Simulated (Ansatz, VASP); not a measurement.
## Cross-check of GaSb between VASP and Ansatz

One calculation is typed for both programs; each brings its own data sets. How far apart do they land? The cell is taken from a series of runs on this material, whose earlier steps may have relaxed, scaled, displaced or heated it; both programs get it as it stands.

Main program and level: Ansatz 0.2.0; plane waves, with VASP 6.6.1 beside it; zone-centre phonons at PBEsol.

**1. The structure**

The structure is trigonal, space group R3m (No. 160). The conventional cell has a = 4.192 Å, b = 4.192 Å, c = 10.746 Å, α = 90.00°, β = 90.00°, γ = 120.00°. Nearest to Ga lie 4 Sb at 2.60 to 2.64 Å. Nearest to Sb lie 4 Ga at 2.60 to 2.64 Å. Farther neighbours are not listed.

**2. Ansatz: zone-centre phonons, PBEsol**

Ansatz runs on its PAW soft_1 files.

Second derivatives magnify differences that forces hide, and they need a tight electronic threshold.

Contents of input.yaml:

```yaml
crystal:
  lattice:
    - [0.0919128749, 3.0560081393, 3.0560081393]
    - [3.0560081393, 0.0919128749, 3.0560081393]
    - [3.0560081393, 3.0560081393, 0.0919128749]
  atoms:
    - { symbol: Ga, position: [-0.0023157836, -0.0023157836, -0.0023157836] }
    - { symbol: Sb, position: [0.7523157836, 0.7523157836, 0.7523157836] }
kpoints:
  mp_grid: { grid: [12, 12, 12] }
hamiltonian:
  xc: pbesol
  pseudopotentials: { kind: paw, azcp: { folder: soft_1 }, xc_functional: pbe }
scf:
  occupations: { method: methfessel_paxton, width: 0.2 }
output:
  eigenvalues: true
phonons:
  method: dfpt
```

On the command line:

```bash
$ ansatz run input.yaml --threads 4 --pin off --max-ram 10240MiB --backend cpu --events-out ev --progress --plain --runs-dir out
```

Numbers of over 12 decimals in the logs are rounded to 6 here.

Log:

```text
Engine: ansatz 0.2.0, aarch64-unknown-linux-gnu
Pseudopotentials: kind: paw
Pseudopotential: Ga, paw, valence charge 13, recommended cutoff 420 eV (normal), soft_1/Ga.paw.azcp
Pseudopotential: Sb, paw, valence charge 15, recommended cutoff 420 eV (normal), soft_1/Sb.paw.azcp
Functional definition: PBEsol
  exchange = pbesol_x
  correlation = pbesol_c
Crystal: 2 atoms, lattice volume = 54.507 Å³
Basis set: ecut = 420 eV, 1043 PW (Γ), exchange–correlation on 60×60×60 points (8 copies of the dense FFT grid, shifted against one another)
Bands: 18, of which v1, the nominal top of the filled ones, is band 14 counted from 1 (13 counted from 0)
Symmetry: 6 space group operations
k-points: 476 of 1728 (irreducible under 2 space group operations, time reversal used)
Non-local potential: Ga, projectors of the file, l = 0: 2, l = 1: 2, l = 2: 3, l = 3: 1
Non-local potential: Sb, projectors of the file, l = 0: 2, l = 1: 2, l = 2: 2, l = 3: 1
PAW form: soft (Blöchl's): semilocal exchange-correlation on the pseudo side does not see the compensation charge
PAW frozen core: Ga, regenerated for the run's functional, and the local potential with it (the file was generated under x = pbe(κ = 0.804, μ = 0.219515), c = pbe(β = 0.066725))
PAW frozen core: Sb, regenerated for the run's functional, and the local potential with it (the file was generated under x = pbe(κ = 0.804, μ = 0.219515), c = pbe(β = 0.066725))
PAW one-centre angular grid: Ga, 590 points (default); XC on 64 Gauss nodes
PAW one-centre angular grid: Sb, 590 points (default); XC on 64 Gauss nodes
Initial density: superposition of atomic densities (chi_scale 0.1, normalization cell, long waves kept (reshape's long-wave potential 0.00 eV rms))
Initial wavefunctions: pseudopotential atomic-orbital guess
Functional: x = pbesol(κ = 0.804, μ = 0.123457), c = pbesol(β = 0.046)
SCF iter   1: F=—  HF=-10151.663514 eV  |F-HF|=—  |Δ(HF+E_count)|=         —  Δρ=3.29e-2  dr2=4.31e-1  ethr=3.10e-3  ⟨swp⟩=5.7  Hψ=44629  notcnv=0
preconditioner: auto → Kerker (q_TF=auto, 2.442 Å⁻¹)  [metal: Δε(μ)=0.091 eV  Ē_g=14.920 eV  σ=0.200 eV  W_gap=0.37  n_scr=14 (ndim 8)  ℏωp=21.3 eV  f_vac=0.003  D(μ)=0.03/eV (n_scr^D=0)]
SCF iter   2: F=—  HF=-10151.619668 eV  |F-HF|=—  |Δ(HF+E_count)|=   4.38e-2  S|Δr|=    0.00e0  Δρ=2.07e-2  dr2=2.02e-1  ethr=1.54e-3  ⟨swp⟩=1.0  Hψ=12388  notcnv=0
SCF iter   3: F=—  HF=-10151.574864 eV  |F-HF|=—  |Δ(HF+E_count)|=   4.48e-2  S|Δr|=    0.00e0  Δρ=3.47e-3  dr2=1.45e-2  ethr=7.20e-4  ⟨swp⟩=1.6  Hψ=9270  notcnv=0
SCF iter   4: F=—  HF=-10151.575974 eV  |F-HF|=—  |Δ(HF+E_count)|=   1.11e-3  S|Δr|=    0.00e0  Δρ=1.61e-3  dr2=2.89e-3  ethr=5.19e-5  ⟨swp⟩=2.0  Hψ=12492  notcnv=0
SCF iter   5: F=—  HF=-10151.576522 eV  |F-HF|=—  |Δ(HF+E_count)|=   5.48e-4  S|Δr|=    0.00e0  Δρ=1.43e-3  dr2=8.66e-4  ethr=1.03e-5  ⟨swp⟩=2.0  Hψ=12853  notcnv=0
SCF iter   6: F=—  HF=-10151.576066 eV  |F-HF|=—  |Δ(HF+E_count)|=   4.56e-4  S|Δr|=    0.00e0  Δρ=3.03e-4  dr2=3.70e-5  ethr=3.09e-6  ⟨swp⟩=2.0  Hψ=12853  notcnv=0
SCF iter   7: F=—  HF=-10151.576158 eV  |F-HF|=—  |Δ(HF+E_count)|=   9.12e-5  S|Δr|=    0.00e0  Δρ=9.54e-5  dr2=3.56e-6  ethr=1.32e-7  ⟨swp⟩=2.0  Hψ=12868  notcnv=0
SCF iter   8: F=—  HF=-10151.576161 eV  |F-HF|=—  |Δ(HF+E_count)|=   3.79e-6  S|Δr|=    0.00e0  Δρ=2.11e-5  dr2=1.75e-7  ethr=1.27e-8  ⟨swp⟩=2.0  Hψ=10495  notcnv=0
SCF iter   9: F=—  HF=-10151.576161 eV  |F-HF|=—  |Δ(HF+E_count)|=   5.71e-8  S|Δr|=    0.00e0  Δρ=8.08e-6  dr2=6.04e-8  ethr=6.26e-10  ⟨swp⟩=2.0  Hψ=12794  notcnv=0
SCF iter  10: F=—  HF=-10151.576161 eV  |F-HF|=—  |Δ(HF+E_count)|=   6.01e-8  S|Δr|=    0.00e0  Δρ=2.98e-6  dr2=8.88e-9  ethr=2.16e-10  ⟨swp⟩=2.0  Hψ=10435  notcnv=0
SCF iter  11: F=—  HF=-10151.576161 eV  |F-HF|=—  |Δ(HF+E_count)|=   4.85e-9  S|Δr|=    0.00e0  Δρ=9.96e-7  dr2=9.04e-10  ethr=3.17e-11  ⟨swp⟩=2.0  Hψ=10376  notcnv=0
SCF iter  12: F=—  HF=-10151.576161 eV  |F-HF|=—  |Δ(HF+E_count)|=  8.84e-10  S|Δr|=    0.00e0  Δρ=1.79e-7  dr2=2.07e-11  ethr=3.23e-12  ⟨swp⟩=2.0  Hψ=10615  notcnv=0
SCF iter  13: F=-10151.576161 eV  HF=-10151.576161 eV  |F-HF|=3.64e-12  |Δ(HF+E_count)|=  1.82e-11  S|Δr|=    0.00e0  Δρ=7.59e-8  dr2=5.37e-12  ethr=1.00e-12  ⟨swp⟩=6.0  Hψ=39397  notcnv=0
SCF 1 converged in 13 iterations: F = -10151.576161 eV  dr2 = 5.37e-12
  greatest PAW one-centre occupation: 0.996 electrons in one spin orbital (limit 2), on the Sb atom at site 1 (counted from 0), in its partial waves of l = 2
DFPT response loops at Γ: preconditioner auto → Kerker (q_TF=auto, 2.442 Å⁻¹) (partly filled bands, converged f_vac=0.061); β = 1.00, the filter's whole step (`scf.mixing.beta` (0.50) is not read by the response loops under this deck's `scf.mixing.preconditioner`; to damp them name `kerker` or `kerker_dos`, under which they read `scf.mixing.beta`, and type it under 1.00, their step now; both keys bind the ground state too); Broyden in place of MSR1
SCF converged after 13 iterations
Stability not checked: this state was not tested for a lower state beside it, because cold or Methfessel-Paxton smearing, or corrected tetrahedra, fill the levels in a way that the test cannot read (fill_not_monotonic; see scf.lower_state_search)
Free energy (F): -10151.576161 eV
Harris-Foulkes:  -10151.576161 eV  (|F-HF|=3.64e-12)
Internal energy: -10151.576397 eV  (E = F + TS)
E sigma→0 (E₀):  -10151.576220 eV
Entropy (-TS):   0.000235 eV (0.118 meV/atom)
Fermi energy:    8.524086 eV
Step filling:    the computed levels leave a gap of 0.1261 eV = 0.6 smearing widths at the electron count; against every level under it full and every level over it empty, smearing changes F+E_penalty+E_count by +0.151 meV and its σ→0 estimate by +0.092 meV
--- Per-component energies (eV) ---
  E_band       = -245.972719
  E_kinetic    = 277.053382
  E_local      = -3314.970265  (includes V_loc(G=0)·N_el)
  E_nonlocal   = 300.132327
  E_hartree    = 1702.694710
  E_xc         = -160.957231
  E_vxc        = -146.846691  (∫ρ·V_xc dr)
  E_paw        = -6421.197245  (= ΣΔE_a)
  E_vpaw       = -766.730795  (= ΣTr[D̂ρ^β])
  E_aug_tail   = -0.000053  (compensation charges beyond the density's cutoff)
  E_ewald      = -2535.526856
  E_core_change = 1.194834  (= ΣΔE_core)
  E_smearing   = 0.000235  (= −TS)
  E_closure    = 0.000000  (closes the sum)
  Σ components = -10151.576161   (vs F -10151.576161, Δ=0.00e0)
--- Band table (eV; the first three rows and the last of 476) ---
  k-point 0: bands = [... 10 lower, -3.5171, 8.0211, 8.4829, 8.4829, 8.6090, 10.9382, 11.2315, 11.2315]
  k-point 1: bands = [... 10 lower, -3.4389, 7.1457, 7.9792, 8.3348, 9.2969, 11.1337, 11.4165, 11.5290]
  k-point 2: bands = [... 10 lower, -3.2084, 5.6918, 7.6737, 8.0073, 9.3324, 11.4672, 11.7985, 12.5359]
  k-point 475: bands = [... 10 lower, -1.9319, 1.6233, 7.3345, 7.3345, 9.2343, 12.2647, 12.2647, 14.8687]
--- Phonons (Γ-DFPT): 2 representative perturbations + reference, on 476 of 1728 k-points (Σ response iterations 6) ---
  k mesh reduced under 2 symmetry operations, with k and −k counted as one. Each operation leaves every solved perturbation unchanged. A smaller set is not used because it would not reduce the number of displacements times k-points to solve
  ASR residual: 1.557e-5 → 0.000e0 eV/Å²; symmetrization residual: 5.005e-6 eV/Å²
  ASR residual per site (eV/Å²): 1.56e-5 9.94e-6
  Γ frequencies (cm⁻¹): 0.00 0.00 0.00 226.97 233.27 233.27
  non-analytic LO–TO correction: not included (Born effective charges unavailable; polar crystals: no LO–TO splitting at Γ)
```

**3. VASP: zone-centre phonons, PBEsol**

The same cell, functional, mesh and smearing now go to VASP, with its own data sets.

Lines of VASP's logs that name or quote its potential files are left out, and so is its time.

Contents of INCAR:

```
SYSTEM = GaSb
PREC = Accurate
ENCUT = 500
EDIFF = 1E-08
NELM = 120
ISMEAR = 1
SIGMA = 0.2
LREAL = .FALSE.
ALGO = Normal
GGA = PS
NBANDS = 15
LORBIT = 11
LWAVE = .FALSE.
LCHARG = .FALSE.
ISIF = 2
IBRION = 8
LASPH = .TRUE.
GGA_COMPAT = .FALSE.
EFERMI = MIDGAP
KPAR = 2
```

Contents of POSCAR:

```
GaSb
1.0
    0.0919128749      3.0560081393      3.0560081393
    3.0560081393      0.0919128749      3.0560081393
    3.0560081393      3.0560081393      0.0919128749
Ga Sb
1 1
Direct
    0.9976842164      0.9976842164      0.9976842164
    0.7523157836      0.7523157836      0.7523157836
```

Contents of KPOINTS:

```
Automatic mesh
0
Gamma
12 12 12
0 0 0
```

Potentials, in the order of the species: Ga_d and Sb (PBE family, release 64).

On the command line:

```bash
$ mpirun -np 2 vasp_std
```

Log:

```text
[banner, memory and clock lines left out]
running    2 mpi-ranks, on    1 nodes
 distrk:  each k-point on    1 cores,    2 groups
 distr:  one band on    1 cores,    1 groups

 POSCAR found type information on POSCAR GaSb
 POSCAR found :  2 types and       2 ions
|                                                                             |
|               ----> ADVICE to this user running VASP <----                  |
|                                                                             |
|     You enforced a specific xc type in the INCAR file but a different       |
|     [... a line on the potential file left out ...]
|     I HOPE YOU KNOW WHAT YOU ARE DOING!                                     |
|                                                                             |

 LDA part: xc-table for (Slater+PW92), standard interpolation
 POSCAR, INCAR and KPOINTS ok, starting setup
 FFT: planning ... GRIDC
 FFT: planning ... GRID_SOFT
 FFT: planning ... GRID
 WAVECAR not read
 entering main loop
       N       E                     dE             d eps       ncg     rms          rms(c)
DAV:   1     0.792816646870E+02    0.79282E+02   -0.85220E+03  5742   0.147E+03
DAV:   2    -0.216601371603E+01   -0.81448E+02   -0.78388E+02  6454   0.298E+02
DAV:   3    -0.811961147188E+01   -0.59536E+01   -0.59306E+01  6783   0.665E+01
DAV:   4    -0.822356313149E+01   -0.10395E+00   -0.10394E+00  6964   0.987E+00
DAV:   5    -0.822600981070E+01   -0.24467E-02   -0.24466E-02  7352   0.133E+00    0.332E+00
DAV:   6    -0.814237395396E+01    0.83636E-01   -0.90962E-02  7415   0.546E+00    0.196E+00
DAV:   7    -0.811248618426E+01    0.29888E-01   -0.53343E-02  7021   0.214E+00    0.373E-01
DAV:   8    -0.811261304539E+01   -0.12686E-03   -0.56360E-03  7287   0.939E-01    0.122E-01
DAV:   9    -0.811286758233E+01   -0.25454E-03   -0.49381E-04  6461   0.181E-01    0.398E-02
DAV:  10    -0.811285820614E+01    0.93762E-05   -0.27082E-05  7310   0.445E-02    0.106E-02
DAV:  11    -0.811286819758E+01   -0.99914E-05   -0.12296E-05  6566   0.236E-02    0.458E-03
DAV:  12    -0.811286830704E+01   -0.10945E-06   -0.43878E-07  7301   0.541E-03    0.157E-03
DAV:  13    -0.811286826364E+01    0.43393E-07   -0.55443E-08  6665   0.179E-03    0.422E-04
DAV:  14    -0.811286829173E+01   -0.28083E-07   -0.30637E-09  5747   0.627E-04    0.135E-04
DAV:  15    -0.811286830002E+01   -0.82919E-08   -0.76879E-10  4095   0.325E-04
   1 F= -.81128683E+01 E0= -.81129458E+01  d E =0.232607E-03
 Linear response reoptimize wavefunctions to high precision
DAV:   1    -0.811286830105E+01   -0.10305E-08   -0.15431E-10  4690   0.122E-04
DAV:   2    -0.811286830105E+01   -0.90949E-12   -0.34563E-11  3703   0.589E-05
 Linear response DOF=           2
 Linear response progress:
  Degree of freedom:   1/  2
       N       E                     dE             d eps       ncg     rms          rms(c)
RMM:   1    -0.166125306437E+00   -0.16613E+00    0.76943E-02 17815   0.818E+00
RMM:   2    -0.164879382646E+00    0.12459E-02   -0.28304E-02 27125   0.137E+00    0.402E-02
RMM:   3    -0.164926179894E+00   -0.46797E-04   -0.34695E-03 28201   0.426E-01    0.281E-02
RMM:   4    -0.164825863657E+00    0.10032E-03   -0.15269E-03 30463   0.196E-01    0.131E-02
RMM:   5    -0.164825330532E+00    0.53312E-06   -0.59579E-05 29727   0.515E-02    0.495E-03
RMM:   6    -0.164836262823E+00   -0.10932E-04   -0.75776E-06 29766   0.207E-02    0.417E-04
RMM:   7    -0.164832031946E+00    0.42309E-05   -0.20863E-06 29161   0.894E-03    0.499E-04
RMM:   8    -0.164833211106E+00   -0.11792E-05   -0.43051E-07 28957   0.412E-03    0.179E-04
RMM:   9    -0.164834697615E+00   -0.14865E-05    0.39144E-07 29297   0.190E-03    0.556E-05
RMM:  10    -0.164835503323E+00   -0.80571E-06    0.21246E-07 29563   0.948E-04    0.236E-05
RMM:  11    -0.164835611413E+00   -0.10809E-06    0.22902E-09 29740   0.456E-04    0.611E-06
RMM:  12    -0.164835493104E+00    0.11831E-06    0.28469E-08 29032   0.224E-04    0.147E-05
RMM:  13    -0.164835623180E+00   -0.13008E-06    0.39828E-08 29347   0.117E-04    0.855E-07
RMM:  14    -0.164835610038E+00    0.13142E-07    0.59502E-09 29452   0.617E-05    0.371E-06
RMM:  15    -0.164835623267E+00   -0.13229E-07    0.14265E-08 29217   0.348E-05    0.169E-06
RMM:  16    -0.164835628779E+00   -0.55119E-08    0.17477E-08 27360   0.217E-05    0.128E-06
 first order change of Fermi-energy  -0.42046E+00
 force on displaced ion       1 direction 1 :  -8.813   0.161   0.161
 Linear response progress:
  Degree of freedom:   2/  2
       N       E                     dE             d eps       ncg     rms          rms(c)
RMM:   1    -0.285686912393E-01   -0.28569E-01    0.14309E-03 28767   0.142E+00
RMM:   2    -0.255900800742E-01    0.29786E-02   -0.37809E-03 26204   0.405E-01    0.682E-02
RMM:   3    -0.255467031603E-01    0.43377E-04   -0.21020E-04 28715   0.108E-01    0.368E-02
RMM:   4    -0.256086138303E-01   -0.61911E-04   -0.35931E-05 28950   0.461E-02    0.463E-03
RMM:   5    -0.256209400644E-01   -0.12326E-04   -0.52861E-06 30053   0.161E-02    0.286E-03
RMM:   6    -0.256140724784E-01    0.68676E-05   -0.15161E-06 29095   0.562E-03    0.101E-03
RMM:   7    -0.256123982563E-01    0.16742E-05   -0.81322E-08 28582   0.182E-03    0.233E-04
RMM:   8    -0.256119244244E-01    0.47383E-06   -0.22515E-08 29895   0.674E-04    0.103E-04
RMM:   9    -0.256117589222E-01    0.16550E-06    0.55446E-09 29479   0.241E-04    0.239E-05
RMM:  10    -0.256117503313E-01    0.85909E-08   -0.81495E-09 28292   0.886E-05    0.782E-06
 first order change of Fermi-energy   0.42082E+00
 force on displaced ion       2 direction 1 :  -8.809   0.153   0.153
 Linear response finished
```

(Continued in part 2 of 2.)

[Lines on the potential files, build, host, timing and source positions are cut from VASP's logs without a mark.]

[Logs are printed without paths, hosts, clocks, repeated set-up lines and the standing remarks that a program may print on its own settings, such as how far it seeks lower states.]

[Hosts, paths, dates, database ids (printed as entryN), source tags and the programs' standing remarks are cut or masked in the printed files.]
